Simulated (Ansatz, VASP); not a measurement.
**One calculation of WC2, two programs**

```
C W
1.0
    -1.50894    1.50894    2.96886
     1.50894   -1.50894    2.96886
     1.50894    1.50894   -2.96886
C W
2 1
Direct
  0.37884 0.37884 0.00000
  0.62116 0.62116 0.00000
  0.00000 0.00000 0.00000
```

Alike in both runs: functional PBEsol; k mesh 10 × 10 × 10; occupations gaussian, width 0.1 eV; no spin polarisation.

Ansatz relaxed the structure, and its values are those at the end. VASP's run is a single point on that final structure, the one shown.

|  | VASP | Ansatz |
| --- | --- | --- |
| version | VASP 6.6.1 | Ansatz 0.2.0 |
| potentials or method | VASP PAW PBE potentials, release 64 (C, W_sv) | scalar-relativistic, plane waves, PAW |
| plane-wave cutoff (eV) | 520 | 420 |
| valence electrons in the cell | 22 | 22 |

Ansatz gave:

- gap on the k mesh at the Fermi level (eV): none
- pressure (GPa): 0.1
- rms of the force components (eV/Å): 0.006

Q: Which values does VASP return?

A: gap on the k mesh at the Fermi level (eV): none; pressure (GPa): 1.5; rms of the force components (eV/Å): 0.061.

A gap of «none» marks a metal or a gap that the smearing closes.

Caveats: the PAW data sets were made with another functional, which shifts forces and pressure a little (VASP). The runs have no spin-orbit coupling, so splittings on W are missing.
